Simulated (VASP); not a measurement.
Method: PBEsol GGA, VASP's PBE PAW potentials (set 64) (plane waves; VASP).

VASP input:

POSCAR:
```
CsBr
1
    4.2500717677     0.0000000000     0.0000000000
    0.0000000000     4.2500717677     0.0000000000
    0.0000000000     0.0000000000     4.2500717677
Cs Br
1 1
Direct
  0.0000000000   0.0000000000   0.0000000000
  0.5000000000   0.5000000000   0.5000000000
```

### INCAR
```
# general
SYSTEM  = CsBr
PREC    = Accurate
ENCUT   = 520   # plane-wave cut-off (eV)
LREAL   = .FALSE.   # projection in real space or not
LASPH   = .TRUE.   # aspherical one-centre terms

# electronic loop
EDIFF   = 1E-7
NELM    = 100
ALGO    = Normal
LMAXMIX = 4   # l cut-off of mixed one-centre charges

# smearing
ISMEAR  = 0
SIGMA   = 0.05   # width (eV)

# functional
GGA     = PS

# ions
ISIF    = 2

# output
LWAVE   = .FALSE.
LCHARG  = .FALSE.
```

File KPOINTS:
```
Automatic mesh
0
Gamma
6 6 6
0 0 0
```

POTCAR, in this order: Cs_sv Br (PBE.64 set). Program: vasp_std.

Output

**OSZICAR**
```
       N       E                     dE             d eps       ncg     rms          rms(c)
DAV:   1     0.958589771497E+02    0.95859E+02   -0.66910E+03   480   0.113E+03
DAV:   2     0.694307400485E+00   -0.95165E+02   -0.88484E+02   680   0.177E+02
DAV:   3    -0.652146451772E+01   -0.72158E+01   -0.71959E+01   604   0.575E+01
DAV:   4    -0.658761224035E+01   -0.66148E-01   -0.66127E-01   564   0.661E+00
DAV:   5    -0.658816301107E+01   -0.55077E-03   -0.55069E-03   588   0.596E-01    0.170E+00
DAV:   6    -0.638132347447E+01    0.20684E+00   -0.31384E-01   536   0.294E+00    0.971E-01
DAV:   7    -0.634625625211E+01    0.35067E-01   -0.15236E-01   604   0.206E+00    0.510E-01
DAV:   8    -0.634707756471E+01   -0.82131E-03   -0.89523E-03   560   0.679E-01    0.826E-02
DAV:   9    -0.634727589239E+01   -0.19833E-03   -0.16380E-03   604   0.253E-01    0.639E-02
DAV:  10    -0.634730164286E+01   -0.25750E-04   -0.97595E-05   556   0.785E-02    0.153E-02
DAV:  11    -0.634730627468E+01   -0.46318E-05   -0.37740E-05   564   0.370E-02    0.487E-03
DAV:  12    -0.634730576534E+01    0.50933E-06   -0.61798E-06   568   0.160E-02    0.113E-03
DAV:  13    -0.634730577072E+01   -0.53794E-08   -0.19709E-07   516   0.352E-03
   1 F= -.63473058E+01 E0= -.63473058E+01  d E =-.597232E-14
```

**OUTCAR**
```
------------------------ aborting loop because EDIFF is reached ----------------------------------------
  FORCE on cell =-STRESS in cart. coord.  units (eV):
  Direction    XX          YY          ZZ          XY          YZ          ZX
  --------------------------------------------------------------------------------------
  Total       -0.0118771     -0.0118771     -0.0118771     -0.0000000      0.0000000     -0.0000000
  in kB       -0.2478738     -0.2478738     -0.2478738     -0.0000000      0.0000000     -0.0000000
  external PRESSURE =      -0.2478738 kB  Pullay stress =       0.0000000 kB
  volume of cell :       76.77
      direct lattice vectors                 reciprocal lattice vectors
     4.250071768  0.000000000  0.000000000     0.235290144  0.000000000  0.000000000
     0.000000000  4.250071768  0.000000000     0.000000000  0.235290144  0.000000000
     0.000000000  0.000000000  4.250071768     0.000000000  0.000000000  0.235290144
 POSITION                                       TOTAL-FORCE (eV/Angst)
 -----------------------------------------------------------------------------------
      0.00000      0.00000      0.00000         0.000000      0.000000      0.000000
      2.12504      2.12504      2.12504         0.000000      0.000000      0.000000
 -----------------------------------------------------------------------------------
    total drift:                                0.000000      0.000000     -0.000000
  FREE ENERGIE OF THE ION-ELECTRON SYSTEM (eV)
  ---------------------------------------------------
  free  energy   TOTEN  =        -6.3473057707 eV

  energy  without entropy=       -6.3473057707  energy(sigma->0) =       -6.34730577
```
(Selected blocks of OUTCAR.)

The compound is CsBr in the CsCl type structure. It was relaxed first.
